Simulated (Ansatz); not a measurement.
Gas-phase electronic energies from Ansatz, PBE0-D4/def2-TZVP geometries. CCSD(T)/CBS is the MP2 limit (def2-TZVPP, def2-QZVPP) plus CCSD(T) − MP2 in def2-TZVPP, frozen cores. Functionals use def2-TZVPP. For Ge outer-core shells are correlated without core-valence functions, which leaves a few kJ/mol of doubt a bond. Scalar relativity is left out up to krypton. One conformer a species, not always the lowest.

`[CH3][Ge]([SH])([Cl])[Cl]` + propene → `C=CCC` + `[SH][GeH]([Cl])[Cl]`  (formal exchange of groups at a C–Ge bond)

```tsv
level	ΔE (kJ/mol)
B97M-V	49.1
BLYP	49.3
LC-ωPBE	49.6
CCSD/def2-TZVPP	52.3
```

(1) What does CCSD(T)/CBS give? (Estimate.)

(2) What do rigid-rotor, harmonic-oscillator terms from PBE0-D4/def2-TZVP frequencies (298.15 K, 1 bar) make of the CCSD(T)/CBS value? (Estimate.)

Largest T1 diagnostic among the species: 0.010.

## Answers

(1) Ansatz gave: +53.3 kJ/mol. The listed levels differ from it by -4.2, -4.0, -3.7, -1.0 kJ/mol.

(2) Computed: ΔZPE = 0.0 kJ/mol, ΔH = +51.0 kJ/mol, ΔS = -6 J/(mol·K), ΔG = +52.9 kJ/mol.

In def2-TZVPP, CCSD(T) changes the Hartree–Fock value by +8.5 kJ/mol (the triples alone add +1.3 kJ/mol) and MP2 by +12.5 kJ/mol. Leaving LDA and LC-ωPBE aside and taking each functional with its dispersion term where it has one, the values, not all of them listed here, spread over 4.9 kJ/mol, from B97M-V to r2SCAN-D4. LDA lies −3.3 kJ/mol from PBE without D4. The D4 term adds +3.7 kJ/mol with B3LYP and +2.2 kJ/mol with PBE0; it sums over pairs of atoms, weighted by their polarisabilities, and B3LYP, whose exchange is more repulsive, gets the larger term.

B3LYP here is the variant with VWN-RPA as its local correlation; programs differ in this.

CCSD(T)/CBS has its own doubt, a few kJ/mol and more with outer-core shells, so smaller differences from it don't rank the levels.
